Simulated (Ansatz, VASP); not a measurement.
One calculation of LiF, two programs

```
Li F
1.0
     0.00000    1.98678    1.98678
     1.98678    0.00000    1.98678
     1.98678    1.98678    0.00000
Li F
1 1
Direct
  0.00000 0.00000 0.00000
  0.50000 0.50000 0.50000
```

Change from the starting cell: volume scaled by 0.96, crystal datasets.

Alike in both runs: task electric field gradients; functional PBE; k mesh 10 × 10 × 10; occupations fermi-dirac, width 0.03 eV; no spin polarisation.

|  | VASP | Ansatz |
| --- | --- | --- |
| version | VASP 6.6.1 | Ansatz 0.2.0 |
| potentials or method | VASP PAW PBE potentials, release 64 (Li_sv, F), cutoff 520 eV | all-electron PAW with datasets made for the crystal, scalar-relativistic |

|  | VASP | Ansatz | Ansatz less VASP |
| --- | --- | --- | --- |
| gap on the k mesh at the Fermi level (eV) | 9.46 | 9.44 | -0.025 |
| Vzz of the field gradient on the site that differs most (V/Å²) | 0.0 | 0.0 | 0.00 |

Ansatz ran all-electron here, so the differences hold the error of VASP's frozen core and of both bases.

 A k mesh can miss the band edges.
